**Q:** I have a projected density of states for tungsten disulfide, and I want to judge whether its numbers are sensible before I use them. Could I have estimated them on paper?

**A:** You can get the larger ones roughly, once you know what they measure. The calculation puts a sphere round each atom and sorts the electron waves inside it by their shape: s, p, d or f. "Projection electrons" is the number of electrons of one shape in the filled states. "Projection band centre" is the average energy of that share, measured from the highest filled level. W1 is the tungsten atom, and S2 and S3 are the two sulfur atoms of the cell.

Calculated with exciting sodium: all-electron LAPW+lo with the LDA for R3m WS₂, 8×8×8 k mesh, no spin polarisation or spin–orbit coupling. Electrons are counted inside the muffin-tin spheres (radii W 2.3, S 1.9 bohr), in filled states above a window floor of −12 eV; band centres are measured from the valence top.

| projection name | projection electrons (e) | projection band centre (eV) |
| --- | --- | --- |
| W1 s | 0.190 | -5.610 |
| W1 p | 0.230 | -3.780 |
| W1 d | 2.840 | -3.430 |
| W1 f | 0.050 | -3.260 |
| S2 s | 0.130 | -4.410 |
| S2 p | 2.210 | -3.900 |
| S2 d | 0.070 | -3.700 |
| S3 s | 0.130 | -4.430 |
| S3 p | 2.240 | -3.990 |
| S3 d | 0.070 | -3.720 |

**Q:** Where does the estimate begin?

**A:** With the electrons that can appear in the table at all. Tungsten brings six outer electrons and so does each sulfur atom. The two 3s electrons of each sulfur lie too deep for the energy window, which leaves four per sulfur. Together that makes 14 electrons, and they fill seven bands built from sulfur 3p and tungsten 5d orbitals.

**Q:** So I write six for tungsten d and four for sulfur p?

**A:** Write half of that, and zero for every other shape. If $n$ is the number of outer electrons that the neutral atom brings into the window, the rule for its main shape is

$$N \approx \frac{n}{2}.$$

For W1 d this gives $6/2 = 3$ electrons, and the calculation has 2.84. For S2 p it gives $4/2 = 2$, against 2.21.

**Q:** Why half? Electrons don't vanish.

**A:** They don't, but many of them are between the spheres, where no atom is credited with them. The four tungsten rows add up to about 55 % of the six electrons that the neutral atom brings, and the three rows of each sulfur to about 60 % of its four. Of the electrons that are projected, roughly nine tenths have the atom's main shape. The product of the two shares is close to one half. For the same reason the whole column adds up to only 8.16 electrons and not to 14, which is no sign of a faulty run.

**Q:** A free tungsten atom has two 6s electrons. Why do I put zero for W1 s?

**A:** Because the 6s orbital is large and overlaps strongly with the sulfur atoms around it. That overlap pushes the states that are mostly 6s up above the filled bands, so the electrons go into states of d and sulfur p character instead. What remains in the filled states is an admixture, and much of it lies outside the tungsten sphere. The table has 0.19 electrons for W1 s, small beside the d count.

**Q:** I was taught to write this compound as W⁴⁺ and two S²⁻. That would give two d electrons on tungsten and six p electrons on each sulfur.

**A:** As a recipe for this table, that count fails. Even with the share that suits it best, it predicts 0.85 electrons for W1 d, less than a third of the calculated value. The ionic picture puts just two electrons into tungsten d, enough for one band. The sphere alone already holds 2.84 of d shape, so at least 0.84 must come from the other filled bands.

Those other bands are the ones that the ionic picture assigns to sulfur. Bonding theory explains why they carry d character: tungsten d and sulfur p orbitals are close in energy and overlap well, so a filled bonding state belongs to both atoms. The formal charges remain useful for counting how many bands are filled. They are a poor guide to where the electrons in those bands are found.

**Q:** Then the success of the neutral count means that the atoms are neutral?

**A:** No, the spheres can't settle that. The tungsten sphere is larger than the sulfur spheres, and the tail of a sulfur orbital that reaches into it is booked as tungsten. Change the radii and the counts change, although the crystal stays the same. Take the neutral count as a starting point for the estimate, not as a measurement of charge.

**Q:** And the band centres?

**A:** There the second half of the rule applies. If $w$ is the width of the group of filled bands, put the centre in the middle of it:

$$E \approx -\frac{w}{2}.$$

For the sulfur p and tungsten d bands of this compound $w$ is roughly 7 eV, a recalled value, so the estimate is −3.5 eV. The calculation has −3.43 eV for W1 d and −3.90 eV for S2 p.

**Q:** Why should two different atoms share one centre?

**A:** Because they share the states. Without mixing, the sulfur p bands would form a lower group and the filled tungsten d band would lie above it, with two well separated centres. Mixing spreads d character down into the sulfur bands and some p character up into the top band. Each projection then samples most of the group, and its average falls near the middle.

The mixing isn't complete, and the remaining difference has the direction that this picture suggests. The highest filled band is mainly tungsten d and takes little part in the bonding to sulfur, so it pulls the d average up. The d centre is therefore about half an electronvolt above the sulfur p centres. In a more ionic compound that still has a filled metal d band above the anion p bands, weaker mixing would leave the two centres further apart, and a single midpoint would serve less well.

**Q:** W1 s is at −5.61 eV. That is nowhere near the middle.

**A:** It is the row where the rule fails worst, by about 2 eV. The midpoint assumes that a projection is spread over the whole group of bands, and the shape of the tungsten s orbital works against that. An s orbital is the same in all directions, so it combines mainly with sulfur p orbitals that all point towards tungsten with the same sign. Such in-phase combinations are strongly bonding and lie low in the group. This is an argument from bonding theory; the deep centre agrees with it, but the table doesn't resolve the single bands.

**Q:** Are the sulfur s rows the 3s level, then?

**A:** They are not, since the 3s level is below the window. These rows record a little s character mixed into the higher bands, 0.13 electrons on each sulfur. Their centres are about 0.9 eV deeper than the midpoint. For the s rows of this crystal, then, expect a centre in the lower half of the group and don't trust the rule for more than that.

**Q:** How good is the rule over the whole table?

**A:** For the three main rows, the estimated counts are within about 11 % of the calculated ones. The seven minor rows are set to zero and really hold up to 0.23 electrons each, so the rule tells you that they are small but not how they rank. The p, d and f centres are met to within 0.5 eV. The printed analysis after this conversation sets the estimate beside the calculation for each row.

**Q:** Was the factor of one half known beforehand?

**A:** It wasn't. A fit of the electron counts to one common share of $n$, over all ten rows, gives 0.51, and I rounded that to one half. Both worked rows were part of that fit. The agreement shows that one share can serve tungsten and sulfur together in this crystal; it is no test of the rule on another one.

**Q:** What would I have to change for a different calculation?

**A:** First look at the spheres, because the factor of one half belongs to these radii. Larger spheres catch more of the charge between the atoms and raise the factor. Then look at the window: if it reached down to the sulfur 3s bands, the sulfur s rows would become large and zero would be a bad estimate. Those s electrons would then need a count of their own. Otherwise the steps stay the same: count the electrons in the window, multiply by the share that the spheres catch, and give most of the result to the main shape.

**Q:** And for the centres?

**A:** There the width matters most, since an error of 1 eV in $w$ moves the estimate by half as much. The zero matters too. Spin–orbit coupling, which is strong in tungsten, was left out here; it splits states near the valence top and could shift all the centres together, perhaps by up to one or two tenths of an electronvolt. If you need a centre more finely than to about half an electronvolt, the paper estimate has done its work and you should look at the bands themselves.

Numerical output:

```
Rule of thumb against the calculation:
   row  electrons estimated  electrons miss  centre estimated eV  centre miss eV
  W1 s                    0           -0.19                 -3.5            2.11
  W1 p                    0           -0.23                 -3.5            0.28
  W1 d                    3            0.16                 -3.5           -0.07
  W1 f                    0           -0.05                 -3.5           -0.24
  S2 s                    0           -0.13                 -3.5            0.91
  S2 p                    2           -0.21                 -3.5             0.4
  S2 d                    0           -0.07                 -3.5             0.2
  S3 s                    0           -0.13                 -3.5            0.93
  S3 p                    2           -0.24                 -3.5            0.49
  S3 d                    0           -0.07                 -3.5            0.22
fit of N on 10 rows: coefficient of n 0.5124 +/- 0.02; rms 0.159, worst W1 d 0.234, leave-one-out rms 0.221
Ionic counting, best common share: 0.4261
Ionic counting, W d estimate with that share (e): 0.8521
Ionic counting, S p estimate with that share (e): 2.556
Miss of the half rule for W d (percent): 5.634
Miss of the half rule for S2 p (percent): -9.502
Miss of the half rule for S3 p (percent): -10.71
Sum of all projected electrons (e): 8.16
Projected electrons as share of the 14 in the window (percent): 58.29
Share of the three main rows in the projected sum (percent): 89.34
Share of the 6 outer W electrons inside its sphere (percent): 55.55
Share of the 6 outer S2 electrons inside its sphere (percent): 59.8
Main-channel share of projected electrons on W (percent): 85.8
Main-channel share of projected electrons on both S (percent): 91.75
W d electrons beyond the two that one band can hold (e): 0.84
Mean centre of the p, d and f rows (eV): -3.683
Largest centre miss among p, d and f rows (eV): 0.49
Typical (rms) centre miss of p, d and f rows (eV): 0.2999
Typical (rms) centre miss of all ten rows (eV): 0.8231
```
